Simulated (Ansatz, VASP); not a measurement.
One calculation of Cu, two programs

```
Cu
1.0
     0.00000    1.78845    1.78845
     1.78845    0.00000    1.78845
     1.78845    1.78845    0.00000
Cu
1
Direct
  0.50000 0.50000 0.50000
```

Alike in both runs: functional r2SCAN; k mesh 26 × 26 × 26; occupations gaussian, width 0.1 eV; no spin polarisation.

Ansatz relaxed the structure, and its values are those at the end. VASP's run is a single point on that final structure, the one shown.

```csv
,VASP,Ansatz
version,VASP 6.6.1,Ansatz 0.2.0
potentials or method,"VASP PAW PBE potentials, release 64 (Cu)","scalar-relativistic, plane waves, PAW"
plane-wave cutoff (eV),520,500
valence electrons in the cell,11,19
```

|  | VASP | Ansatz | Ansatz less VASP |
| --- | --- | --- | --- |
| gap on the k mesh at the Fermi level (eV) | none | none | - |
| pressure (GPa) | 0.6 | 0.0 | -0.62 |

A gap of «none» marks a metal or a gap that the smearing closes. With one functional, cell and mesh, what is left measures potentials, basis and numerics. The two sets of potentials don't hold the same shells in valence.

Caveats: the PAW data sets were made with another functional, which shifts forces and pressure a little (VASP).
